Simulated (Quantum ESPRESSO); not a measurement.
Runs of Quantum ESPRESSO 7.5 on CoO. Symmetry: P6_3mc, No. 186, hexagonal system. The conventional cell has a = 3.311 Å, b = 3.311 Å, c = 5.423 Å, α = 90.00°, β = 90.00°, γ = 120.00°. Around Co (site symmetry 3m) lie 4 O at 2.03 Å. Around O (site symmetry 3m) lie 4 Co at 2.03 Å. Measurements of this composition are mostly on another form, of space group No. 225.

```csv
spin,fixed moment (μB),moments locked,magnetic state asked for,gap on the mesh (eV),pressure (GPa),moment (μB),largest force (eV/Å)
"collinear, ferromagnetic start",-,none,fm,(a),(c),6.00,(b)
"collinear, zero start",0.0,total,nm_spin,-,-34.1,0.00,0.05
"collinear, antiferromagnetic start",-,none,afm,1.11,-15.7,0.00,0.14
"collinear, ferrimagnetic start",-,none,ferri,1.11,-15.8,0.00,0.15
off,-,none,nm,none,-34.1,-,0.05
```

Alike in all rows: task single point; level LDA+U; potentials or basis PseudoDojo 0.4.1 SR LDA stringent; Co d U = 4 eV; cell as given; k mesh 5 × 5 × 3; cutoff (eV) 1415; smearing gaussian 0.05 eV; the mesh is coarse, so values aren't converged.

Estimate the missing entries.

(a) 0.62; (b) 0.10; (c) -14.8.

Caveats: all runs use coarse meshes; a pressure of tens of GPa on the cell as given is suspect, and the run, the potentials or the cell itself is likely at fault (some runs); an odd mesh through Γ misses points on the zone boundary, where band edges often lie (some runs); the total moment is fixed, so each spin has its own Fermi level (some runs); U without spin polarisation on a metal has little footing (some runs).

A gap of «none» marks a metal or a gap under the smearing width.
